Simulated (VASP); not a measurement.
# BP (F-43m) in VASP: notebook, part 2 of 2

VASP 6.6.1. Earlier steps stand in the parts before.

### Step 5. Relaxation of the atoms, PBEsol (a relaxed cell with its volume scaled by 1.06)

The input, INCAR:

```
PREC     = Accurate       # precision mode
ENCUT    = 600            # plane-wave cutoff, eV
EDIFF    = 1E-7           # SCF threshold, eV
ISMEAR   = 0              # smearing method
SIGMA    = 0.03           # smearing width, eV
LREAL    = F              # projectors in reciprocal space
LASPH    = T              # aspherical terms in the spheres
NELM     = 80             # most SCF steps
ALGO     = Normal         # electronic algorithm
ISIF     = 2              # what is computed and relaxed
LWAVE    = F              # write WAVECAR
LCHARG   = F              # write CHGCAR
GGA      = PS             # functional
IBRION   = 2              # ionic algorithm
NSW      = 40             # ionic steps
EDIFFG   = -0.01          # ionic threshold
```

The input, KPOINTS:

```
Automatic mesh
0
Gamma
  10 10 10
```

The input, POSCAR:

```
BP                                      
1.0
    0.0000000000      2.3048874523      2.3048874523
    2.3048874523      0.0000000000      2.3048874523
    2.3048874523      2.3048874523      0.0000000000
  B               P             
     1     1
Direct
     0.0000000000000000    0.0000000000000000    0.0000000000000000
     0.2500000000000000    0.2500000000000000    0.2500000000000000
```

Potentials or basis: VASP PAW PBE potentials, release 64 (B, P).

Run with:

```bash
$ cat potpaw_PBE.64/B/POTCAR potpaw_PBE.64/P/POTCAR > POTCAR
$ mpirun -np 1 vasp_std > vasp.out
```

OUTCAR:

```text
PREC = Accurate
   ENCUT = 600
   EDIFF = 1E-7
   ISMEAR = 0
   LREAL = F
   LASPH = T
   NELM = 80
   ISIF = 2
   GGA = PS
   IBRION = 2
   NSW = 40
   EDIFFG = -0.01

 ion  position               nearest neighbor table
   1  0.000  0.000  0.000-   2 2.00   2 2.00   2 2.00   2 2.00
   2  0.250  0.250  0.250-   1 2.00   1 2.00   1 2.00   1 2.00

  LATTYP: Found a face centered cubic cell.
 ALAT       =     4.6097749046

  Lattice vectors:

 A1 = (   0.0000000000,   2.3048874523,   2.3048874523)
 A2 = (   2.3048874523,   0.0000000000,   2.3048874523)
 A3 = (   2.3048874523,   2.3048874523,   0.0000000000)

Analysis of symmetry for initial positions (statically):
=====================================================================
 Subroutine PRICEL returns:
 Original cell was already a primitive cell.

 Routine SETGRP: Setting up the symmetry group for a
 face centered cubic supercell.

 Subroutine GETGRP returns: Found 24 space group operations
 (whereof 24 operations were pure point group operations)
 out of a pool of 48 trial point group operations.

The static configuration has the point symmetry T_d .

Analysis of symmetry for dynamics (positions and initial velocities):
=====================================================================
 Subroutine PRICEL returns:
 Original cell was already a primitive cell.

 Routine SETGRP: Setting up the symmetry group for a
 face centered cubic supercell.

 Subroutine GETGRP returns: Found 24 space group operations
 (whereof 24 operations were pure point group operations)
 out of a pool of 48 trial point group operations.

The dynamic configuration has the point symmetry T_d .

 Subroutine INISYM returns: Found 24 space group operations
 (whereof 24 operations are pure point group operations),
 and found     1 'primitive' translations

----------------------------------------------------------------------------------------

[... 118 lines left out ...]
   LHFCALC =     F    Hartree Fock is set to
   AEXX    =    0.0000 exact exchange contribution
   IVDW    =     0    specifies the selected vdW correction
   LEPSILON=     F    determine dielectric tensor
   LRPA    =     F    only Hartree local field effects (RPA)
 conjugate gradient relaxation of ions
 non-spin polarized calculation
 Gauss-broadening in eV      SIGMA  =   0.03
  energy-cutoff  :      600.00
  volume of cell :       24.49
 maximum number of plane-waves:       869
 NGX is ok and might be reduce to    28
   NGX = 13   NGY = 13   NGZ = 13

 number of electron       7.9999999 magnetization

 Free energy of the ion-electron system (eV)
  ---------------------------------------------------
  ext. energy  EPLUGINS =         0.00000000
  ---------------------------------------------------
  free energy    TOTEN  =       -13.63569590 eV

  energy without entropy =      -13.63569590  energy(sigma->0) =      -13.63569590

 E-fermi :   7.0102     XC(G=0): -10.8485

 val. band max:        6.8565776059   @ k =   0.0000   0.0000   0.0000
 cond. band min:       8.0481405860   @ k =   0.4000   0.4000   0.0000
 fundamental gap:      1.1915629801
 Fermi energy:         7.0102221507

 k-point     1 :       0.0000    0.0000    0.0000
  band No.  band energies     occupation
      1      -8.2261      2.00000
      2       6.8566      2.00000
      3       6.8566      2.00000
      4       6.8566      2.00000
      5      10.1485      0.00000
      6      10.1485      0.00000
      7      10.1485      0.00000
      8      13.4991      0.00000
[... 243 lines left out ...]
 k-point    24 :       0.4000    0.3000    0.0000
  band No.  band energies     occupation
      1      -5.3982      2.00000
      2       0.7944      2.00000
      3       2.9421      2.00000
      4       3.4601      2.00000
      5       8.6024      0.00000
      6      10.3632      0.00000
      7      15.9640      0.00000
      8      16.0193      0.00000

 [... further k-points ...]

------------------------ aborting loop because EDIFF is reached ----------------------------------------

  FORCE on cell =-STRESS in cart. coord.  units (eV):
  Direction    XX          YY          ZZ          XY          YZ          ZX
  --------------------------------------------------------------------------------------
  -------------------------------------------------------------------------------------
  Total       -1.3488431     -1.3488431     -1.3488431      0.0000000      0.0000000     -0.0000000
  in kB      -88.2455572    -88.2455572    -88.2455572      0.0000000      0.0000000     -0.0000000
  external PRESSURE =     -88.2455572 kB  Pullay stress =       0.0000000 kB

 VOLUME and BASIS-vectors are now :
 -----------------------------------------------------------------------------
  energy-cutoff  :      600.00
  volume of cell :       24.49
      direct lattice vectors                 reciprocal lattice vectors
     0.000000000  2.304887452  2.304887452    -0.216930332  0.216930332  0.216930332
     2.304887452  0.000000000  2.304887452     0.216930332 -0.216930332  0.216930332
     2.304887452  2.304887452  0.000000000     0.216930332  0.216930332 -0.216930332

 POSITION                                       TOTAL-FORCE (eV/Angst)
 -----------------------------------------------------------------------------------
      0.00000      0.00000      0.00000        -0.000000     -0.000000     -0.000000
      1.15244      1.15244      1.15244         0.000000      0.000000      0.000000
 -----------------------------------------------------------------------------------
    total drift:                               -0.000000     -0.000000     -0.000000

  FREE ENERGIE OF THE ION-ELECTRON SYSTEM (eV)
  ---------------------------------------------------
  free  energy   TOTEN  =       -13.6356958967 eV

  energy  without entropy=      -13.6356958967  energy(sigma->0) =      -13.63569590

 reached required accuracy - stopping structural energy minimisation
```

Wall time 12 s (1 thread of Intel Xeon Platinum 8488C (Sapphire Rapids), shared host); peak memory 0.15 GiB.

What came out:

* Free energy: -13.6357 eV
* Pressure after relaxing: -8.8 GPa
* Band gap on the k mesh: 1.19 eV, indirect (least direct gap 3.29 eV)

Final structure:
```
B P
1.0
     0.00000    2.30489    2.30489
     2.30489    0.00000    2.30489
     2.30489    2.30489    0.00000
B P
1 1
Cartesian
  0.0000 0.0000 0.0000
  1.1524 1.1524 1.1524
```

Caveat: the relaxation stopped at its first step, so nothing moved; the PAW data sets were made with another functional, which shifts forces and pressure a little. A k mesh can miss the band edges.

### Step 6. The runs side by side

```tsv
cell	gap on the mesh (eV)	pressure (GPa)
atoms relaxed	1.12	0.0
atoms relaxed from: a relaxed cell with its volume scaled by 1.02	1.14	-3.2
atoms relaxed from: a relaxed cell with its volume scaled by 1.04	1.17	-6.2
atoms relaxed from: a relaxed cell with its volume scaled by 1.06	1.19	-8.8
```

Alike in all rows: task relaxation of the atoms; level PBEsol; potentials or basis VASP PAW PBE potentials, release 64 (B, P); no spin polarisation; k mesh 10 × 10 × 10; cutoff (eV) 600; smearing gaussian 0.03 eV.

Caveats: the relaxation stopped at its first step, so nothing moved; the PAW data sets were made with another functional, which shifts forces and pressure a little.

Total energies depend on the potentials used, so only differences within one code and one set of settings carry meaning.
